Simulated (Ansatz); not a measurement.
Geometry optimisation in Ansatz: input, command and trajectory.

```yaml
crystal:
  lattice:
    - [2.4994430868, 2.4994430868, 0.0]
    - [-2.56320439, 2.56320439, 0.0]
    - [0.0, 0.0, 5.1264087801]
  atoms:
    - { symbol: "Y", position: [0.0, 0.0, 0.0] }
    - { symbol: "Y", position: [0.5, 0.5, 0.5] }
basis:
  ecutwfc: 500
kpoints:
  mp_grid: { grid: [14, 14, 10] }
hamiltonian:
  xc: r2scan
scf:
  occupations: { method: gaussian, width: 0.1 }
output:
  forces: true
  stress: true
  eigenvalues: true
relax:
  adjacent_minimum: "off"
  f_tol: 0.008
  max_steps: 40
  cell: { stress_tol: 0.015, fix: [a, angles] }
```

```bash
ansatz run input.yaml --threads 1 --pin off --max-ram 2560MiB --backend cpu --events-out ev --progress --plain --runs-dir out
```

All numbers below come from DFT r2SCAN, scalar-relativistic, plane waves, PAW in Ansatz 0.2.0.

Of 6 frames 5 are shown, positions in Å and forces in eV/Å; the SCF threshold varies from step to step. Steps run on the plane waves of an earlier cell, with a Pulay correction in the pressure. The basis is chosen afresh for the last frame, the zero of the energies, and at times for earlier ones too; energy and pressure can step there, also at an unchanged geometry. Where two frames share a geometry here, they differ by under 2 meV/atom and 0.3 GPa.

```xyz
2
Lattice="2.4994 2.4994 0.0000 -2.5632 2.5632 0.0000 0.0000 0.0000 5.1264" Properties=species:S:1:pos:R:3:forces:R:3 pbc="T T T" step=1 free_energy_over_end_meV_per_atom=0.48 pressure_GPa=0.40
Y     0.0000    0.0000    0.0000    0.0000    0.0000    0.0000
Y    -0.0319    2.5313    2.5632    0.0000    0.0000    0.0000
2
Lattice="2.4994 2.4994 0.0000 -2.5538 2.5538 0.0000 0.0000 0.0000 5.1456" Properties=species:S:1:pos:R:3:forces:R:3 pbc="T T T" step=2 free_energy_over_end_meV_per_atom=0.17 pressure_GPa=0.39
Y     0.0000    0.0000    0.0000    0.0000    0.0000    0.0000
Y    -0.0272    2.5266    2.5728    0.0000    0.0000    0.0000
2
Lattice="2.4994 2.4994 0.0000 -2.5423 2.5423 0.0000 0.0000 0.0000 5.1808" Properties=species:S:1:pos:R:3:forces:R:3 pbc="T T T" step=3 free_energy_over_end_meV_per_atom=0.02 pressure_GPa=0.30
Y     0.0000    0.0000    0.0000    0.0000    0.0000    0.0000
Y    -0.0214    2.5209    2.5904    0.0000    0.0000    0.0000
2
Lattice="2.4994 2.4994 0.0000 -2.5406 2.5406 0.0000 0.0000 0.0000 5.1753" Properties=species:S:1:pos:R:3:forces:R:3 pbc="T T T" step=4 free_energy_over_end_meV_per_atom=0.01 pressure_GPa=0.36
Y     0.0000    0.0000    0.0000    0.0000    0.0000    0.0000
Y    -0.0206    2.5200    2.5877    0.0000    0.0000    0.0000
2
Lattice="2.4994 2.4994 0.0000 -2.5418 2.5418 0.0000 0.0000 0.0000 5.1763" Properties=species:S:1:pos:R:3:forces:R:3 pbc="T T T" step=6 free_energy_over_end_meV_per_atom=0.00 pressure_GPa=0.34
Y     0.0000    0.0000    0.0000    0.0000    0.0000    0.0000
Y    -0.0212    2.5206    2.5882    0.0000    0.0000    0.0000
```

Time: 5.5 min on 1 thread of Arm Neoverse V1, on a shared host, peak memory 0.8 GiB.